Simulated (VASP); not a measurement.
The system is V.

```
V
1.0
     2.69235    0.00000    0.00000
    -1.34617    2.33164    0.00000
     0.00000    0.00000    4.39661
V
2
Direct
  0.33333 0.66667 0.25000
  0.66667 0.33333 0.75000
```

This isn't the form of V at room conditions, which is bcc.

```yaml
Program: VASP 6.6.1
Task: relaxation of cell and atoms
Functional: r2SCAN
Potentials_or_basis: VASP PAW PBE potentials, release 64 (V_sv)
Cutoff: 600 eV
k_mesh: 18 × 18 × 10
Occupations: gaussian, width 0.1 eV
Spin: no spin polarisation
```

At the start: pressure -1.3 GPa; volume 13.80 Å³/atom.

Question: How do energy, volume and symmetry change on relaxing?

Answer: Over 8 steps the energy falls by 41.1 meV/atom and the volume is 13.67 Å³/atom (-0.9 %); space group P6_3/mmc (No. 194, to 0.05 Å).

The path:
```csv
step,energy change (eV),largest force (eV/Å),pressure (GPa),volume (Å³)
1,0.0000,0.0000,-1.29,27.60
2,-0.0563,0.0000,1.61,27.14
3,-0.0728,0.0000,4.30,26.75
4,-0.0600,0.0000,-4.36,28.06
5,-0.0816,0.0000,0.65,27.26
6,-0.0816,0.0000,0.72,27.25
7,-0.0821,0.0000,-0.29,27.39
8,-0.0822,0.0000,0.01,27.35
```

Final structure:
```
CELL_PARAMETERS angstrom
2.60044 0.00000 0.00000
-1.30022 2.25205 0.00000
0.00000 0.00000 4.67018
ATOMIC_POSITIONS crystal
V 0.33333 0.66667 0.25000
V 0.66667 0.33333 0.75000
```

Caveat: the PAW data sets were made with another functional, which shifts forces and pressure a little.
